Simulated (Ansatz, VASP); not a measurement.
Pb: VASP beside Ansatz

```
Pb
1.0
     0.00000    2.46963    2.46963
     2.46963    0.00000    2.46963
     2.46963    2.46963    0.00000
Pb
1
Direct
  0.00000 0.00000 0.00000
```

Alike in both runs: task single point; functional LDA; k mesh 18 × 18 × 18; occupations fermi-dirac, width 0.1 eV; no spin polarisation.

```csv
,VASP,Ansatz
version,VASP 6.6.1,Ansatz 0.2.0
potentials or method,"VASP PAW LDA potentials, release 64 (Pb_d)","plane waves (420 eV) with PAW, scalar-relativistic"
plane-wave cutoff (eV),520,420
valence electrons in the cell,14,14
```

|  | VASP | Ansatz | Ansatz less VASP |
| --- | --- | --- | --- |
| pressure (GPa) | -1.6 | -1.7 | -0.06 |

Ansatz warned: «pseudo_functional_mismatch».

The runs have no spin-orbit coupling, so splittings on Pb are missing.
